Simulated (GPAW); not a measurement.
# GaP (F-43m) in GPAW: notebook

Aim: see how the results for GaP move with the level of theory and the settings. Levels: PBE, PBE+D3(BJ), PBE+D4, PBEsol+D3(BJ), PBEsol+D4. Tasks: single point, relaxation of cell and atoms.

Everything below comes from runs of GPAW 26.7.0. Logs are shortened: lines on timing, memory, paths and dates and some standing lists are left out, and cuts for length are marked. The log counts tension as positive stress, the text compression.

**What was measured.**

“Stacking defects in GaP nanowires: Electronic structure and optical properties”, 2018, arxiv:1810.01194 quotes, for a bulk crystal of GaP at 10 K: band gap 2.34 eV (indirect).

The results are compared with them further down.

**1. The structure**

It takes space group F-43m (No. 216, cubic). The conventional cell has a = 5.451 Å, b = 5.451 Å, c = 5.451 Å, α = 90.00°, β = 90.00°, γ = 90.00°. Around Ga (site symmetry -43m) lie 4 P at 2.36 Å. Around P (site symmetry -43m) lie 4 Ga at 2.36 Å.

**2. Single point, PBE**

run.py

```python
from ase.dft.bandgap import bandgap
from ase.io import read, write
from ase.units import GPa
from gpaw import GPAW, PW

atoms = read('GaP.xyz')

calc = GPAW(mode=PW(600),
            xc='PBE',
            kpts={'size': (8, 8, 8), 'gamma': True},
            occupations={'name': 'methfessel-paxton', 'order': 0, 'width': 0.028000000000000004},
            nbands=11,
            convergence={'density': 1e-05, 'energy': 1e-05},
            maxiter=150,
            txt='gpaw.txt')
atoms.calc = calc
energy = atoms.get_potential_energy()
forces = atoms.get_forces()
stress = atoms.get_stress()
calc.write('gs.gpw')
write('result.traj', atoms)
print(f'Energy: {energy:.6f} eV')
print('Forces (eV/A):')
print(forces.round(4))
print('Stress (GPa):', (stress / GPa).round(3))
print('Fermi level:', round(calc.get_fermi_level(), 4), 'eV')
print(f'Gap: {bandgap(calc)[0]:.4f} eV, direct: {bandgap(calc, direct=True)[0]:.4f} eV')
```

GaP.xyz

```xyz
2
Lattice="0.0000000000 2.7252500000 2.7252500000 2.7252500000 0.0000000000 2.7252500000 2.7252500000 2.7252500000 0.0000000000" Properties=species:S:1:pos:R:3 pbc="T T T"
Ga     0.0000000000      0.0000000000      0.0000000000
P      4.0878750000      4.0878750000      4.0878750000
```

Potentials or basis: GPAW PAW data sets (gpaw-data 1.2.1), pw.

Started as:

```
OMP_NUM_THREADS=1 python run.py
```

gpaw.txt:

```text
__  _  _
 | _ |_)|_||  |
 |__||  | ||/\| - 26.7.0

Input parameters:
  mode=PW(ecut=600.0),
  convergence={'density': 1e-05, 'energy': 1e-05},
  kpts=MonkhorstPack(size=(8, 8, 8), gamma=True),
  maxiter=150,
  nbands=11,
  occupations=Occupations(name='methfessel-paxton', order=0, width=0.028000000000000004),
  xc=XC(name='PBE')

Diagonalizing LCAO Hamiltonian
Converting LCAO to pw mode

                    P

       Ga

Atoms  # Å, Bohr magnetons
|   | symbol |        x |        y |        z |    initial magnetic moments |
|---|--------|----------|----------|----------|-----------------------------|
| 0 |     Ga | 0.000000 | 0.000000 | 0.000000 | ( 0.0000,  0.0000,  0.0000) |
| 1 |      P | 4.087875 | 4.087875 | 4.087875 | ( 0.0000,  0.0000,  0.0000) |

Unit cell  # Å
| periodic |        x |        y |        z |  lengths |    angles |
|----------|----------|----------|----------|----------|-----------|
|      yes | 0.000000 | 2.725250 | 2.725250 | 3.854086 | 60.000000 |
|      yes | 2.725250 | 0.000000 | 2.725250 | 3.854086 | 60.000000 |
|      yes | 2.725250 | 2.725250 | 0.000000 | 3.854086 | 60.000000 |

Number of symmetries: 24
Symmetry operations  # r_c * U_cc + t_c -> r_c
|    | kind |            matrix            |
|----|------|------------------------------|
|  0 |  E   |  1, 0, 0,  0, 1, 0,  0, 0, 1 |
|  1 |  σ   |  1, 0, 0,  0, 0, 1,  0, 1, 0 |
|  2 |  σ   |  1, 0,-1,  0, 1,-1,  0, 0,-1 |
|  3 |  C3  |  1, 0,-1,  0, 0,-1,  0, 1,-1 |
|  4 |  C3  |  1,-1, 0,  0,-1, 1,  0,-1, 0 |
|  5 |  σ   |  1,-1, 0,  0,-1, 0,  0,-1, 1 |
|  6 |  σ   |  0, 1, 0,  1, 0, 0,  0, 0, 1 |
|  7 |  C3  |  0, 1, 0,  0, 0, 1,  1, 0, 0 |
|  8 |  C2  |  0, 1,-1,  1, 0,-1,  0, 0,-1 |
|  9 |  S4  |  0, 1,-1,  0, 0,-1,  1, 0,-1 |
| 10 |  C3  |  0, 0, 1,  1, 0, 0,  0, 1, 0 |
| 11 |  σ   |  0, 0, 1,  0, 1, 0,  1, 0, 0 |
| 12 |  S4  |  0, 0,-1,  1, 0,-1,  0, 1,-1 |
| 13 |  C3  |  0, 0,-1,  0, 1,-1,  1, 0,-1 |
| 14 |  S4  |  0,-1, 1,  1,-1, 0,  0,-1, 0 |
| 15 |  C2  |  0,-1, 1,  0,-1, 0,  1,-1, 0 |
| 16 |  C3  |  0,-1, 0,  1,-1, 0,  0,-1, 1 |
| 17 |  S4  |  0,-1, 0,  0,-1, 1,  1,-1, 0 |
| 18 |  S4  | -1, 1, 0, -1, 0, 1, -1, 0, 0 |
| 19 |  C3  | -1, 1, 0, -1, 0, 0, -1, 0, 1 |
| 20 |  C3  | -1, 0, 1, -1, 1, 0, -1, 0, 0 |
| 21 |  S4  | -1, 0, 1, -1, 0, 0, -1, 1, 0 |
| 22 |  σ   | -1, 0, 0, -1, 1, 0, -1, 0, 1 |
| 23 |  C2  | -1, 0, 0, -1, 0, 1, -1, 1, 0 |

BZ-sampling:
  Number of BZ points: 512
  Number of IBZ points: 29

  Monkhorst-Pack size: [8, 8, 8]
  Monkhorst-Pack shift: [0.0625, 0.0625, 0.0625]

K-points  # in reciprocal-cell coordinates
|     |                                coordinates |     weight |
|-----|--------------------------------------------|------------|
|   0 | (  0.00000000,   0.00000000,   0.00000000) | 0.00195312 |
|   1 | (  0.12500000,   0.12500000,   0.00000000) | 0.01171875 |
|   2 | (  0.12500000,   0.12500000,   0.12500000) | 0.01562500 |
|   3 | (  0.25000000,   0.12500000,   0.12500000) | 0.02343750 |
|   4 | (  0.25000000,   0.25000000,   0.00000000) | 0.01171875 |
|   5 | (  0.25000000,   0.25000000,   0.12500000) | 0.04687500 |
|   6 | (  0.25000000,   0.25000000,   0.25000000) | 0.01562500 |
|   7 | (  0.37500000,   0.25000000,  -0.37500000) | 0.04687500 |
|   8 | (  0.37500000,   0.25000000,   0.12500000) | 0.04687500 |
|   9 | (  0.37500000,   0.25000000,   0.25000000) | 0.04687500 |
| ... |                                            |            |
|  28 | (  0.50000000,   0.50000000,   0.50000000) | 0.00781250 |

Plane wave coefficients: 1365
Cutoff: 600.0 eV

Spin-components: 1 (collinear spins)
Bands:           11
Projectors:      10
Spin-degeneracy: 2
Datatype:        complex128

Parallelization:
  kpt:    1
  domain: 1
  band:   1

Density:
  Valence electrons: 8.0
  Components: 1
  Grid points: [24 24 24]
  Charge: 0.0  # |e|

Potential:
  Grid points: [24 24 24]

species:
  Ga:
    name:    Gallium
    Z:       31.0
    valence: 3
    core:    28
    charge:  0.0  # [|e|]
    compensation charges:
      type: gauss
      rc: 0.37  # [Å]
      lmax: 2
    cutoffs:
      filter: 2.06  # [Å]
      core: 4.17  # [Å]
    projectors
    | kind |    occ | energy [eV] | rcut [Å] |
    |------|--------|-------------|----------|
    |   4s |  2.000 |      -8.945 |    1.164 |
    |   4p |  1.000 |      -2.580 |    1.164 |
    |    s |        |      18.266 |    1.164 |
    |    p |        |      24.631 |    1.164 |
    |    d |        |       0.000 |    1.164 |

    Using partial waves for Ga as LCAO basis

  P:
    name:    Phosphorus
    Z:       15.0
    valence: 5
    core:    10
    charge:  0.0  # [|e|]
    compensation charges:
      type: gauss
      rc: 0.30  # [Å]
      lmax: 2
    cutoffs:
      filter: 1.69  # [Å]
      core: 1.81  # [Å]
    projectors
    | kind |    occ | energy [eV] | rcut [Å] |
    |------|--------|-------------|----------|
    |   3s |  2.000 |     -13.968 |    0.953 |
    |   3p |  3.000 |      -5.506 |    0.953 |
    |    s |        |      13.244 |    0.953 |
    |    p |        |      21.705 |    0.953 |
    |    d |        |       0.000 |    0.953 |

    Using partial waves for P as LCAO basis

Reference energy: -62187.585188  # eV

eigensolver:
  PPCG
  Converge bands: occupied
  niter=2

density mixing:
  MSR1-Mixer
  Pratt-step length: 0.05
  Maximum mixing coefficient: 0.75
  Old densities: 10
  SVD Regularization: 0.005
  Good broyden scale: 1.0
  Trust region scale: 1.0
  Backstep threshold: 4.0
  History deletion threshold: 6.0
  Fourier metric: weight=20.0, sigma=0.015

occupation numbers:
  Methfessel-Paxton:
    width: 0.0280  # eV
    order: 0

poisson solver:
  ecut: 4800.0  # eV

xc functional:
  name: PBE with 2 nearest neighbor stencil

convergence criteria:
- Maximum integral of absolute [dens]ity change: 1e-05 electrons / valence electron
- Maximum [total energy] change in last 3 cyles: 1e-05 eV / valence electron
- Maximum integral of absolute [eigenst]ate change: 4e-08 eV^2 / valence electron
maximum number of iterations: 150

SCF iterations
|iter     | |      energy | eigst |  dens |
|---------|-|-------------|-------|-------|
|iter:   1| |   -9.218766 | -0.28 |       |
|iter:   2| |   -9.184672 | -2.34 | -0.84 |
|iter:   3| |   -9.036027 | -1.89 | -0.87 |
|iter:   4| |   -9.037229 | -3.46 | -1.52 |
|iter:   5| |   -9.037524 | -4.34 | -2.05 |
|iter:   6| |   -9.037562 | -5.62 | -2.79 |
|iter:   7| |   -9.037562c| -7.21 | -3.80 |
|iter:   8| |   -9.037562c| -7.58c| -4.36 |
|iter:   9| |   -9.037562c| -8.64c| -5.35c|

Converged in 9 steps
Energy contributions relative to reference atoms: (reference = -62187.585188)

Energy contributions:
  Kinetic:          24.590039
  Coulomb:         -21.584473
  Zero:              0.014661
  External:          0.000000
  Xc:              -12.057789
  Entropy:          -0.000000
  Spinorbit:         0.000000
  ----------------------------
  Free energy:      -9.037562
  Extrapolated:     -9.037562

dipole moment: (-10.829216, -10.829216, -10.829216)  # |e|*Ang

Fermi level: 5.492
Eigenvalues  # (at kpt = [0.000, 0.000, 0.000])
| band index |      eig [eV] | occ [0-2] |
|------------|---------------|-----------|
|          0 |        -7.509 |     2.000 |
|          1 |         4.954 |     2.000 |
|          2 |         4.954 |     2.000 |
|          3 |         4.954 |     2.000 |
|          4 |         6.848 |     0.000 |
|          5 |         8.885 |     0.000 |
|          6 |         8.885 |     0.000 |
|          7 |         8.885 |     0.000 |
|          8 |        13.831 |     0.000 |
|          9 |        14.653 |     0.000 |
|         10 |        14.653 |     0.000 |

Gap: 1.668 eV
Transition (v -> c):
  (s=0, k=0, n=3, [0.00, 0.00, 0.00]) -> (s=0, k=24, n=4, [0.50, 0.50, 0.00])
Direct/indirect transitions are different
Direct gap: 1.895 eV
Transition at: (s=0, k=0, n=3, [0.00, 0.00, 0.00])

Forces  # eV/Ang
|        x |        y |        z |
|----------|----------|----------|
| -0.00000 | -0.00000 | -0.00000 |  # Ga   0
| -0.00000 | -0.00000 |  0.00000 |  # P    1

Stress tensor  # eV/Ang^3
|         x |         y |         z |
|-----------|-----------|-----------|
| -0.028378 |  0.000000 | -0.000000 |
|  0.000000 | -0.028378 |  0.000000 |
| -0.000000 |  0.000000 | -0.028378 |

# Writing to gs.gpw (mode='')
```

It took 10 s on 1 thread of Arm Neoverse V1, shared host; peak memory 0.15 GiB.

Results:

```
Free energy            : -9.0376 eV
Pressure               : 4.5 GPa
Band gap on the k mesh : 1.67 eV, indirect (least direct gap 1.89 eV)
```

Caveat: the data sets keep Ga 3d, Li 1s and Be 1s frozen, and some such compounds lay over 1.5 % in volume off other programs.

**3. Relaxation of cell and atoms, PBE+D3(BJ)**

run.py

```python
from ase.calculators.mixing import SumCalculator
from ase.filters import FrechetCellFilter
from ase.io import read, write
from ase.optimize import BFGS
from dftd3.ase import DFTD3
from gpaw import GPAW, PW

atoms = read('GaP.xyz')

calc = GPAW(mode=PW(600),
            xc='PBE',
            kpts={'size': (8, 8, 8), 'gamma': True},
            occupations={'name': 'fermi-dirac', 'width': 0.05},
            nbands=11,
            convergence={'density': 1e-05, 'forces': 0.0001},
            maxiter=150,
            txt='gpaw.txt')
atoms.calc = SumCalculator([calc, DFTD3(method='pbe', damping='d3bj')])
opt = BFGS(FrechetCellFilter(atoms), trajectory='relax.traj', logfile='-')
done = opt.run(fmax=0.02, steps=100)
calc.write('gs.gpw')
write('result.traj', atoms)
print('Converged:', done)
print('Cell:', atoms.cell.cellpar().round(4))
print('Volume:', round(atoms.get_volume(), 4))
print(atoms.get_scaled_positions().round(5))
```

GaP.xyz is that of step 2.

Potentials or basis: GPAW PAW data sets (gpaw-data 1.2.1), pw.

Started as:

```
OMP_NUM_THREADS=1 python run.py
```

Wall time 29 s (1 thread of Arm Neoverse V1, shared host); peak memory 0.17 GiB.

It converged, with:

```yaml
Free_energy: -9.6748 eV
Relaxed_volume: 20.65 Å³/atom
Relaxed_cell: a = 3.880 Å, b = 3.880 Å, c = 3.880 Å, α = 60.00°, β = 60.00°, γ = 60.00°
Space_group_after_relaxing_to_0.05_Å: F-43m (No. 216)
Energy_gained_by_relaxing: 2.4 meV/atom
Ionic_steps: 3
Pressure_after_relaxing: 0.0 GPa
Band_gap_on_the_k_mesh: 1.66 eV, indirect (least direct gap 1.73 eV)
Dispersion_energy_per_atom: -0.309 eV
```

The path:
```csv
step,energy change (eV),largest force (eV/Å),pressure (GPa),volume (Å³)
1,0.0000,0.0000,1.83,40.48
2,-0.0020,0.0000,1.37,40.68
3,-0.0047,0.0000,0.03,41.29
```

Final structure:
```
Ga P
1.0
     0.00000    2.74337    2.74337
     2.74337    0.00000    2.74337
     2.74337    2.74337    0.00000
Ga P
1 1
Cartesian
  0.0000 0.0000 0.0000
  4.1151 4.1151 4.1151
```

Levels at points of the mesh, in eV from the valence-band top:
```tsv
k point	band 1	band 2	band 3	band 4	band 5	band 6	band 7
(0.00, 0.00, 0.00)	-12.32	0.00	0.00	0.00	1.73	3.93	3.93
(0.50, 0.50, 0.00)	-9.59	-6.63	-2.60	-2.60	1.71	1.87	10.49
(0.50, 0.50, 0.50)	-10.45	-6.49	-1.08	-1.08	1.66	4.76	4.76
```

Caveat: the data sets keep Ga 3d, Li 1s and Be 1s frozen, and some such compounds lay over 1.5 % in volume off other programs; later steps reuse the first step's grids.

**4. Relaxation of cell and atoms, PBE+D4**

run.py: that of step 3 with these lines changed.

```diff
@@ -4,6 +4,6 @@
 from ase.optimize import BFGS
-from dftd3.ase import DFTD3
+from dftd4.ase import DFTD4
 from gpaw import GPAW, PW
 
-atoms = read('GaP.xyz')
+atoms = read('POSCAR')
 
@@ -17,5 +17,5 @@
             txt='gpaw.txt')
-atoms.calc = SumCalculator([calc, DFTD3(method='pbe', damping='d3bj')])
+atoms.calc = SumCalculator([calc, DFTD4(method='pbe')])
 opt = BFGS(FrechetCellFilter(atoms), trajectory='relax.traj', logfile='-')
-done = opt.run(fmax=0.02, steps=100)
+done = opt.run(fmax=0.02, steps=40)
 calc.write('gs.gpw')
```

POSCAR

```
GaP
1.0
    0.0000000000      2.7252500000      2.7252500000
    2.7252500000      0.0000000000      2.7252500000
    2.7252500000      2.7252500000      0.0000000000
Ga P
1 1
Direct
    0.0000000000      0.0000000000      0.0000000000
    0.7500000000      0.7500000000      0.7500000000
```

Started as:

```
OMP_NUM_THREADS=1 python run.py
```

It took 52 s on 1 thread of Arm Neoverse V1, shared host; peak memory 0.2 GiB.

It converged, with:

- Free energy: -9.8660 eV
- Relaxed volume: 20.51 Å³/atom
- Relaxed cell: a = 3.871 Å, b = 3.871 Å, c = 3.871 Å, α = 60.00°, β = 60.00°, γ = 60.00°
- Space group after relaxing (to 0.05 Å): F-43m (No. 216)
- Energy gained by relaxing: 1.1 meV/atom
- Ionic steps: 3
- Pressure after relaxing: 0.0 GPa
- Band gap on the k mesh: 1.68 eV, indirect (least direct gap 1.78 eV)
- Dispersion energy per atom: -0.408 eV

The path:
```
step  energy change (eV)  largest force (eV/Å)  pressure (GPa)  volume (Å³)
   1              0.0000                0.0000            1.24        40.48
   2             -0.0009                0.0000            0.93        40.62
   3             -0.0022                0.0000            0.02        41.03
```

Final structure:
```cif
data_structure
_symmetry_space_group_name_H-M 'P 1'
_symmetry_Int_Tables_number 1
_cell_length_a 3.8714
_cell_length_b 3.8714
_cell_length_c 3.8714
_cell_angle_alpha 60.000
_cell_angle_beta 60.000
_cell_angle_gamma 60.000
_cell_volume 41.03
loop_
_atom_site_label
_atom_site_type_symbol
_atom_site_fract_x
_atom_site_fract_y
_atom_site_fract_z
_atom_site_occupancy
Ga1 Ga 0.00000 0.00000 0.00000 1
P1 P 0.75000 0.75000 0.75000 1
```

Levels at points of the mesh, in eV from the valence-band top:
```csv
k point,band 1,band 2,band 3,band 4,band 5,band 6,band 7
"(0.00, 0.00, 0.00)",-12.36,0.00,0.00,0.00,1.78,3.93,3.93
"(0.50, 0.00, 0.00)",-10.48,-6.52,-1.09,-1.09,1.68,4.75,4.75
"(0.50, 0.50, 0.00)",-9.61,-6.66,-2.62,-2.62,1.70,1.87,10.54
"(0.50, 0.50, 0.50)",-10.48,-6.52,-1.09,-1.09,1.68,4.75,4.75
```

Caveat: the data sets keep Ga 3d, Li 1s and Be 1s frozen, and some such compounds lay over 1.5 % in volume off other programs; later steps reuse the first step's grids.

**5. Relaxation of cell and atoms, PBEsol+D3(BJ)**

run.py: that of step 4 with these lines changed.

```diff
@@ -4,9 +4,11 @@
 from ase.optimize import BFGS
-from dftd4.ase import DFTD4
-from gpaw import GPAW, PW
+from dftd3.ase import DFTD3
+from gpaw import GPAW, PW, setup_paths
 
-atoms = read('POSCAR')
+setup_paths.insert(0, '.')
+
+atoms = read('GaP.xyz')
 
 calc = GPAW(mode=PW(600),
-            xc='PBE',
+            xc='PBEsol',
             kpts={'size': (8, 8, 8), 'gamma': True},
@@ -17,5 +19,5 @@
             txt='gpaw.txt')
-atoms.calc = SumCalculator([calc, DFTD4(method='pbe')])
+atoms.calc = SumCalculator([calc, DFTD3(method='pbesol', damping='d3bj')])
 opt = BFGS(FrechetCellFilter(atoms), trajectory='relax.traj', logfile='-')
-done = opt.run(fmax=0.02, steps=40)
+done = opt.run(fmax=0.05, steps=100)
 calc.write('gs.gpw')
```

GaP.xyz is that of step 3.

Potentials or basis: PAW data sets generated in the run's folder for this functional, pw.

Started as:

```
gpaw-setup -f PBEsol Ga P
OMP_NUM_THREADS=1 python run.py
```

Run time: 30 s. Hardware: 1 thread of Arm Neoverse V1, shared host; peak memory 0.17 GiB.

The run converged. Its results:

| Item | Value |
| --- | --- |
| Free energy | -10.3871 eV |
| Relaxed volume | 20.09 Å³/atom |
| Relaxed cell | a = 3.845 Å, b = 3.845 Å, c = 3.845 Å, α = 60.00°, β = 60.00°, γ = 60.00° |
| Space group after relaxing (to 0.05 Å) | F-43m (No. 216) |
| Energy gained by relaxing | 0.3 meV/atom |
| Ionic steps | 3 |
| Pressure after relaxing | 0.0 GPa |
| Band gap on the k mesh | 1.51 eV, indirect (least direct gap 1.87 eV) |
| Dispersion energy per atom | -0.283 eV |

Step by step:
```csv
step,energy change (eV),largest force (eV/Å),pressure (GPa),volume (Å³)
1,0.0000,0.0000,-0.66,40.48
2,-0.0003,0.0000,-0.50,40.41
3,-0.0006,0.0000,0.00,40.19
```

Final structure:
```
Ga P
1.0
     0.00000    2.71868    2.71868
     2.71868    0.00000    2.71868
     2.71868    2.71868    0.00000
Ga P
1 1
Direct
  0.00000 0.00000 0.00000
  0.75000 0.75000 0.75000
```

Levels at points of the mesh, in eV from the valence-band top:
```
           k point  band 1  band 2  band 3  band 4  band 5  band 6  band 7
(0.00, 0.00, 0.00)  -12.54    0.00    0.00    0.00    1.87    3.86    3.86
(0.50, 0.50, 0.00)   -9.68   -6.80   -2.72   -2.72    1.51    1.74   10.64
(0.50, 0.50, 0.50)  -10.58   -6.70   -1.13   -1.13    1.66    4.68    4.68
```

Caveat: the data sets keep Ga 3d, Li 1s and Be 1s frozen, and some such compounds lay over 1.5 % in volume off other programs; later steps reuse the first step's grids.

[end of part 1 of 2]
